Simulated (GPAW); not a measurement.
# SiC (P6_3mc) in GPAW: a series of runs, part 3 of 3

GPAW 26.7.0. Earlier steps stand in the parts before.

## 6. Relaxation of cell and atoms, revPBE+D4

run.py reads:

```python
from ase.calculators.mixing import SumCalculator
from ase.filters import FrechetCellFilter
from ase.io import read, write
from ase.optimize import BFGS
from dftd4.ase import DFTD4
from gpaw import GPAW, PW

atoms = read('SiC.cif')

calc = GPAW(mode=PW(800),
            xc='revPBE',
            kpts={'size': (6, 6, 2), 'gamma': True},
            occupations={'name': 'fermi-dirac', 'width': 0.05},
            nbands=32,
            convergence={'density': 1e-05, 'energy': 1e-05},
            maxiter=150,
            txt='gpaw.txt')
atoms.calc = SumCalculator([calc, DFTD4(method='revpbe')])
opt = BFGS(FrechetCellFilter(atoms), trajectory='relax.traj', logfile='-')
done = opt.run(fmax=0.05, steps=100)
calc.write('gs.gpw')
write('result.traj', atoms)
print('Converged:', done)
print('Cell:', atoms.cell.cellpar().round(4))
print('Volume:', round(atoms.get_volume(), 4))
print(atoms.get_scaled_positions().round(5))
```

SiC.cif reads:

```cif
data_SiC
_cell_length_a 3.07569415
_cell_length_b 3.07569415
_cell_length_c 10.07064648
_cell_angle_alpha 90.00000000
_cell_angle_beta 90.00000000
_cell_angle_gamma 120.00000000
_space_group_name_H-M_alt 'P1'
_space_group_name_Hall 'P 1'
_space_group_IT_number 1
loop_
_space_group_symop_operation_xyz
'x,y,z'
loop_
_atom_site_label
_atom_site_type_symbol
_atom_site_symmetry_multiplicity
_atom_site_Wyckoff_symbol
_atom_site_fract_x
_atom_site_fract_y
_atom_site_fract_z
_atom_site_occupancy
Si1 Si 1 a 0.0000000000 0.0000000000 0.1878943800 1
Si2 Si 1 a 0.0000000000 0.0000000000 0.6878943800 1
Si3 Si 1 a 0.3333333333 0.6666666667 0.4378419800 1
Si4 Si 1 a 0.6666666667 0.3333333333 0.9378419800 1
C1 C 1 a 0.0000000000 0.0000000000 0.0004600500 1
C2 C 1 a 0.0000000000 0.0000000000 0.5004600500 1
C3 C 1 a 0.3333333333 0.6666666667 0.2498025900 1
C4 C 1 a 0.6666666667 0.3333333333 0.7498025900 1
```

Potentials or basis: the program's PAW data sets (release 1.2.1) made for this functional, pw.

Run with:

```sh
$ OMP_NUM_THREADS=1 python run.py
```

gpaw.txt:

```text
__  _  _
 | _ |_)|_||  |
 |__||  | ||/\| - 26.7.0

Input parameters:
  mode=PW(ecut=800.0),
  convergence={'density': 1e-05, 'energy': 1e-05},
  kpts=MonkhorstPack(size=(6, 6, 2), gamma=True),
  maxiter=150,
  nbands=32,
  occupations=Occupations(name='fermi-dirac', width=0.05),
  xc=XC(name='revPBE')

Diagonalizing LCAO Hamiltonian
Converting LCAO to pw mode

            Si

            C
       Si

         Si
       C

         C

       Si

       C

Atoms  # Å, Bohr magnetons
|   | symbol |         x |        y |        z |    initial magnetic moments |
|---|--------|-----------|----------|----------|-----------------------------|
| 0 |     Si |  0.000000 | 0.000000 | 1.892218 | ( 0.0000,  0.0000,  0.0000) |
| 1 |     Si |  0.000000 | 0.000000 | 6.927541 | ( 0.0000,  0.0000,  0.0000) |
| 2 |     Si | -0.000000 | 1.775753 | 4.409352 | ( 0.0000,  0.0000,  0.0000) |
| 3 |     Si |  1.537847 | 0.887876 | 9.444675 | ( 0.0000,  0.0000,  0.0000) |
| 4 |      C |  0.000000 | 0.000000 | 0.004633 | ( 0.0000,  0.0000,  0.0000) |
| 5 |      C |  0.000000 | 0.000000 | 5.039956 | ( 0.0000,  0.0000,  0.0000) |
| 6 |      C | -0.000000 | 1.775753 | 2.515674 | ( 0.0000,  0.0000,  0.0000) |
| 7 |      C |  1.537847 | 0.887876 | 7.550997 | ( 0.0000,  0.0000,  0.0000) |

Unit cell  # Å
| periodic |         x |        y |         z |   lengths |     angles |
|----------|-----------|----------|-----------|-----------|------------|
|      yes |  3.075694 | 0.000000 |  0.000000 |  3.075694 |  90.000000 |
|      yes | -1.537847 | 2.663629 |  0.000000 |  3.075694 |  90.000000 |
|      yes |  0.000000 | 0.000000 | 10.070646 | 10.070646 | 120.000000 |

Number of symmetries: 6
Symmetry operations  # r_c * U_cc + t_c -> r_c
|   | kind |            matrix            |
|---|------|------------------------------|
| 0 |  σ   |  1, 1, 0,  0,-1, 0,  0, 0, 1 |
| 1 |  E   |  1, 0, 0,  0, 1, 0,  0, 0, 1 |
| 2 |  C3  |  0, 1, 0, -1,-1, 0,  0, 0, 1 |
| 3 |  σ   |  0,-1, 0, -1, 0, 0,  0, 0, 1 |
| 4 |  σ   | -1, 0, 0,  1, 1, 0,  0, 0, 1 |
| 5 |  C3  | -1,-1, 0,  1, 0, 0,  0, 0, 1 |

BZ-sampling:
  Number of BZ points: 72
  Number of IBZ points: 14

  Monkhorst-Pack size: [6, 6, 2]
  Monkhorst-Pack shift: [0.08333333333333333, 0.08333333333333333, 0.25]

K-points  # in reciprocal-cell coordinates
|     |                                coordinates |     weight |
|-----|--------------------------------------------|------------|
|   0 | (  0.00000000,   0.00000000,   0.00000000) | 0.01388889 |
|   1 | (  0.00000000,   0.00000000,   0.50000000) | 0.01388889 |
|   2 | (  0.16666667,   0.00000000,   0.00000000) | 0.08333333 |
|   3 | (  0.16666667,   0.00000000,   0.50000000) | 0.08333333 |
|   4 | (  0.33333333,  -0.16666667,   0.00000000) | 0.08333333 |
|   5 | (  0.33333333,  -0.16666667,   0.50000000) | 0.08333333 |
|   6 | (  0.33333333,   0.00000000,   0.00000000) | 0.08333333 |
|   7 | (  0.33333333,   0.00000000,   0.50000000) | 0.08333333 |
|   8 | (  0.33333333,   0.33333333,   0.00000000) | 0.02777778 |
|   9 | (  0.33333333,   0.33333333,   0.50000000) | 0.02777778 |
| ... |                                            |            |
|  13 | (  0.50000000,   0.50000000,   0.50000000) | 0.04166667 |
[... 178 lines left out ...]
Forces  # eV/Ang
|        x |        y |        z |
|----------|----------|----------|
|  0.00000 | -0.00000 |  0.00485 |  # Si   0
| -0.00000 |  0.00000 |  0.00485 |  # Si   1
| -0.00000 |  0.00000 | -0.00459 |  # Si   2
|  0.00000 | -0.00000 | -0.00459 |  # Si   3
| -0.00000 |  0.00000 | -0.00358 |  # C    4
|  0.00000 | -0.00000 | -0.00358 |  # C    5
|  0.00000 |  0.00000 |  0.00325 |  # C    6
|  0.00000 | -0.00000 |  0.00325 |  # C    7

Diagonalizing LCAO Hamiltonian
Converting LCAO to pw mode

            Si

            C
       Si

         Si
       C

         C

       Si

       C

Atoms  # Å, Bohr magnetons
|   | symbol |         x |         y |        z |    initial magnetic moments |
|---|--------|-----------|-----------|----------|-----------------------------|
| 0 |     Si | -0.000000 |  0.000000 | 1.891836 | ( 0.0000,  0.0000,  0.0000) |
| 1 |     Si |  0.000000 | -0.000000 | 6.926317 | ( 0.0000,  0.0000,  0.0000) |
| 2 |     Si | -0.000000 |  1.775481 | 4.408595 | ( 0.0000,  0.0000,  0.0000) |
| 3 |     Si |  1.537612 |  0.887741 | 9.443075 | ( 0.0000,  0.0000,  0.0000) |
| 4 |      C |  0.000000 | -0.000000 | 0.004727 | ( 0.0000,  0.0000,  0.0000) |
| 5 |      C | -0.000000 |  0.000000 | 5.039207 | ( 0.0000,  0.0000,  0.0000) |
| 6 |      C | -0.000000 |  1.775481 | 2.515239 | ( 0.0000,  0.0000,  0.0000) |
| 7 |      C |  1.537612 |  0.887741 | 7.549720 | ( 0.0000,  0.0000,  0.0000) |

Unit cell  # Å
| periodic |         x |         y |         z |   lengths |     angles |
|----------|-----------|-----------|-----------|-----------|------------|
|      yes |  3.075224 | -0.000000 |  0.000000 |  3.075224 |  90.000000 |
|      yes | -1.537612 |  2.663222 |  0.000000 |  3.075224 |  90.000000 |
|      yes |  0.000000 |  0.000000 | 10.068960 | 10.068960 | 120.000002 |

Number of symmetries: 2
Symmetry operations  # r_c * U_cc + t_c -> r_c
|   | kind |            matrix            |
|---|------|------------------------------|
| 0 |  E   |  1, 0, 0,  0, 1, 0,  0, 0, 1 |
| 1 |  σ   |  0,-1, 0, -1, 0, 0,  0, 0, 1 |

BZ-sampling:
  Number of BZ points: 72
  Number of IBZ points: 26

  Monkhorst-Pack size: [6, 6, 2]
  Monkhorst-Pack shift: [0.08333333333333333, 0.08333333333333333, 0.25]

K-points  # in reciprocal-cell coordinates
|     |                                coordinates |     weight |
|-----|--------------------------------------------|------------|
|   0 | (  0.00000000,   0.00000000,   0.00000000) | 0.01388889 |
|   1 | (  0.00000000,   0.00000000,   0.50000000) | 0.01388889 |
|   2 | (  0.16666667,  -0.16666667,   0.00000000) | 0.02777778 |
|   3 | (  0.16666667,  -0.16666667,   0.50000000) | 0.02777778 |
|   4 | (  0.16666667,   0.00000000,   0.00000000) | 0.05555556 |
|   5 | (  0.16666667,   0.00000000,   0.50000000) | 0.05555556 |
|   6 | (  0.16666667,   0.16666667,   0.00000000) | 0.02777778 |
|   7 | (  0.16666667,   0.16666667,   0.50000000) | 0.02777778 |
|   8 | (  0.33333333,  -0.33333333,   0.00000000) | 0.02777778 |
[... 181 lines left out ...]
Forces  # eV/Ang
|        x |        y |        z |
|----------|----------|----------|
| -0.00007 |  0.00004 |  0.00755 |  # Si   0
|  0.00007 | -0.00004 |  0.00755 |  # Si   1
|  0.00004 | -0.00002 | -0.00388 |  # Si   2
| -0.00004 |  0.00002 | -0.00388 |  # Si   3
|  0.00007 | -0.00004 | -0.00700 |  # C    4
| -0.00007 |  0.00004 | -0.00700 |  # C    5
|  0.00015 | -0.00009 |  0.00326 |  # C    6
| -0.00015 |  0.00009 |  0.00326 |  # C    7

Interpolating wave functions to new cell

            Si

            C
       Si

       C Si

         C

       Si

       C

Atoms  # Å, Bohr magnetons
|   | symbol |         x |         y |        z |    initial magnetic moments |
|---|--------|-----------|-----------|----------|-----------------------------|
| 0 |     Si | -0.000013 |  0.000007 | 1.887686 | ( 0.0000,  0.0000,  0.0000) |
| 1 |     Si |  0.000013 | -0.000007 | 6.912075 | ( 0.0000,  0.0000,  0.0000) |
| 2 |     Si |  0.000006 |  1.772210 | 4.399638 | ( 0.0000,  0.0000,  0.0000) |
| 3 |     Si |  1.534776 |  0.886111 | 9.424027 | ( 0.0000,  0.0000,  0.0000) |
| 4 |      C |  0.000012 | -0.000007 | 0.005342 | ( 0.0000,  0.0000,  0.0000) |
| 5 |      C | -0.000012 |  0.000007 | 5.029731 | ( 0.0000,  0.0000,  0.0000) |
| 6 |      C |  0.000026 |  1.772199 | 2.510038 | ( 0.0000,  0.0000,  0.0000) |
| 7 |      C |  1.534757 |  0.886122 | 7.534427 | ( 0.0000,  0.0000,  0.0000) |

Unit cell  # Å
| periodic |         x |         y |         z |   lengths |     angles |
|----------|-----------|-----------|-----------|-----------|------------|
|      yes |  3.069569 | -0.000002 | -0.000000 |  3.069569 |  90.000000 |
|      yes | -1.534786 |  2.658324 |  0.000000 |  3.069569 |  90.000000 |
|      yes | -0.000000 |  0.000000 | 10.048777 | 10.048777 | 120.000083 |

Number of symmetries: 2
Symmetry operations  # r_c * U_cc + t_c -> r_c
|   | kind |            matrix            |
|---|------|------------------------------|
| 0 |  E   |  1, 0, 0,  0, 1, 0,  0, 0, 1 |
| 1 |  σ   |  0,-1, 0, -1, 0, 0,  0, 0, 1 |

BZ-sampling:
  Number of BZ points: 72
  Number of IBZ points: 26

  Monkhorst-Pack size: [6, 6, 2]
  Monkhorst-Pack shift: [0.08333333333333333, 0.08333333333333333, 0.25]

K-points  # in reciprocal-cell coordinates
|     |                                coordinates |     weight |
|-----|--------------------------------------------|------------|
|   0 | (  0.00000000,   0.00000000,   0.00000000) | 0.01388889 |
|   1 | (  0.00000000,   0.00000000,   0.50000000) | 0.01388889 |
|   2 | (  0.16666667,  -0.16666667,   0.00000000) | 0.02777778 |
|   3 | (  0.16666667,  -0.16666667,   0.50000000) | 0.02777778 |
|   4 | (  0.16666667,   0.00000000,   0.00000000) | 0.05555556 |
|   5 | (  0.16666667,   0.00000000,   0.50000000) | 0.05555556 |
|   6 | (  0.16666667,   0.16666667,   0.00000000) | 0.02777778 |
|   7 | (  0.16666667,   0.16666667,   0.50000000) | 0.02777778 |
|   8 | (  0.33333333,  -0.33333333,   0.00000000) | 0.02777778 |
[... 179 lines left out ...]
Forces  # eV/Ang
|        x |        y |        z |
|----------|----------|----------|
|  0.00072 | -0.00041 |  0.02457 |  # Si   0
| -0.00072 |  0.00041 |  0.02485 |  # Si   1
| -0.00029 |  0.00017 |  0.00019 |  # Si   2
|  0.00029 | -0.00017 |  0.00019 |  # Si   3
| -0.00035 |  0.00020 | -0.03077 |  # C    4
|  0.00035 | -0.00020 | -0.03083 |  # C    5
| -0.00064 |  0.00037 |  0.00559 |  # C    6
|  0.00064 | -0.00037 |  0.00565 |  # C    7

# Writing to gs.gpw (mode='')
```

Wall time 3.1 min (1 thread of Arm Neoverse V2, shared host); peak memory 0.35 GiB.

What came out:

| Item | Value |
| --- | --- |
| Free energy | -62.3552 eV |
| Relaxed volume | 10.25 Å³/atom |
| Relaxed cell | a = 3.070 Å, b = 3.070 Å, c = 10.049 Å, α = 90.00°, β = 90.00°, γ = 120.00° |
| Space group after relaxing (to 0.05 Å) | P6_3mc (No. 186) |
| Energy gained by relaxing | 0.2 meV/atom |
| Ionic steps | 3 |
| Pressure after relaxing | 0.0 GPa |
| Largest force after relaxing | 0.020 eV/Å |
| Band gap on the k mesh | 2.22 eV, indirect (least direct gap 3.35 eV) |
| Dispersion energy per atom | -0.652 eV |

Forces in eV/Å, atoms in the order of the input:
```
Si   0.001  0.000  0.015
Si  -0.001  0.000  0.015
Si   0.000  0.000  0.003
Si   0.000  0.000  0.003
C    0.000  0.000 -0.020
C    0.000  0.000 -0.020
C   -0.001  0.000  0.002
C    0.001  0.000  0.002
```

The path:
| step | energy change (eV) | largest force (eV/Å) | pressure (GPa) | volume (Å³) |
| --- | --- | --- | --- | --- |
| 1 | 0.0000 | 0.0067 | -1.37 | 82.50 |
| 2 | -0.0003 | 0.0033 | -1.27 | 82.46 |
| 3 | -0.0015 | 0.0199 | -0.02 | 82.00 |

Final structure:
```
Si C
1.0
     3.06957    0.00000    0.00000
    -1.53479    2.65832    0.00000
     0.00000    0.00000   10.04878
Si C
4 4
Cartesian
  0.0000 0.0000 1.8877
  0.0000 0.0000 6.9121
  0.0000 1.7722 4.3996
  1.5348 0.8861 9.4240
  0.0000 0.0000 0.0053
  0.0000 0.0000 5.0297
  0.0000 1.7722 2.5100
  1.5348 0.8861 7.5344
```

Levels at points of the mesh, in eV from the valence-band top:
| k point | band 14 | band 15 | band 16 | band 17 | band 18 | band 19 |
| --- | --- | --- | --- | --- | --- | --- |
| (0.00, 0.00, 0.00) | -0.06 | 0.00 | 0.00 | 5.19 | 5.77 | 6.41 |
| (0.00, 0.00, 0.50) | -0.21 | -0.21 | -0.21 | 5.40 | 5.40 | 6.87 |
| (0.50, 0.00, 0.00) | -2.24 | -1.59 | -1.13 | 2.22 | 2.36 | 4.27 |
| (0.50, 0.00, 0.50) | -2.52 | -1.56 | -1.56 | 2.65 | 2.65 | 4.25 |
| (0.50, 0.50, 0.00) | -2.24 | -1.59 | -1.13 | 2.22 | 2.36 | 4.27 |
| (0.50, 0.50, 0.50) | -2.52 | -1.56 | -1.56 | 2.65 | 2.65 | 4.25 |

Caveat: the k mesh is coarse; later steps reuse the first step's grids.

## 7. Summary

```csv
task,level,potentials or basis,cell,k mesh,cutoff (eV),smearing,maxiter,eigensolver,optimizer,fmax,max steps,gap on the mesh (eV),pressure (GPa),largest force (eV/Å)
single point,PBE,"PAW data sets generated in the run's folder for this functional, pw","atoms moved at random, drawn with an rms of 0.05 Å",7 × 7 × 2,600,fermi-dirac 0.01 eV,150,-,-,-,-,2.00,5.8,2.09
single point,LDA,"the program's PAW data sets (release 1.2.1) made for this functional, pw",as given,8 × 8 × 2,650,fermi-dirac 0.05 eV,80,-,-,-,-,2.17,-2.5,0.01
electron localisation function,TPSS,"GPAW PAW data sets (gpaw-data 1.2.1), pw",as given,7 × 7 × 2,800,fermi-dirac 0.05 eV,150,davidson,-,-,-,2.40,3.4,0.01
relaxation of cell and atoms,revPBE+D4,"the program's PAW data sets (release 1.2.1) made for this functional, pw",relaxed,6 × 6 × 2,800,fermi-dirac 0.05 eV,150,-,BFGS,0.05 eV/Å,100,2.22,0.0,0.02
```

Alike in all rows: no spin polarisation.

Caveats: the cutoff is short for stress and forces, so pressures can be off by a GPa or more (some runs); an odd mesh through Γ misses points on the zone boundary, where band edges often lie (some runs); the PAW data sets were made with another functional, which shifts forces and pressure a little (some runs); later steps reuse the first step's grids (some runs).

Absolute energies hang on the potentials; compare differences alone.
